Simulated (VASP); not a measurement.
Runs of VASP 6.6.1 on ZrS2. Symmetry: P-3m1, No. 164, trigonal system. Conventional cell: a = 3.691 Å, b = 3.691 Å, c = 6.041 Å, α = 90.00°, β = 90.00°, γ = 120.00°. Around Zr (site symmetry -3m) lie 6 S at 2.57 Å. S (site symmetry 3m) has 3 Zr at 2.57 Å as nearest neighbours. The cell is a database's computed one.

| level | potentials or basis | cutoff (eV) | gap on the mesh (eV) | pressure (GPa) | relaxed volume (Å³/atom) |
| --- | --- | --- | --- | --- | --- |
| PBEsol | VASP PAW PBE potentials, release 64 (Zr_sv, S) | 580 | (b) | 0.0 | 22.36 |
| PBEsol | VASP PAW PBE potentials, release 64 (Zr_sv, S) | 300 | 0.72 | 0.0 | (c) |
| RPBE | VASP PAW PBE potentials, release 64 (Zr_sv, S) | 600 | 1.29 | 0.0 | 29.86 |
| PBE | VASP PAW PBE potentials, release 64 (Zr_sv, S) | 600 | (a) | 0.0 | 25.95 |
| LDA | VASP PAW LDA potentials, release 64 (Zr_sv, S) | 600 | 0.51 | 0.0 | 21.11 |

Alike in all rows: task relaxation of cell and atoms; no spin polarisation; cell relaxed; k mesh 9 × 9 × 6; smearing gaussian 0.02 eV.

Task: Fill in the values left out.

Result: (a) 1.14; (b) 0.81; (c) 21.97.

Caveats: an odd mesh through Γ misses points on the zone boundary, where band edges often lie; the PAW data sets were made with another functional, which shifts forces and pressure a little (some runs); this functional lacks dispersion, which binds the layers, so the pressure and a relaxed spacing across them are unreliable (some runs); the cutoff is under 1.25 times the usual one of these potentials, so pressure, stress and relaxed cells hold a basis-set (Pulay) error (some runs); the volume moved by over 15 % at a fixed basis, so the end points are rough (some runs); this functional lacks dispersion, which binds the layers, so the pressure and a relaxed spacing across them are unreliable, and here the layers came unbound (some runs).

A k mesh can miss the band edges, and the runs leave out spin-orbit coupling on Zr.
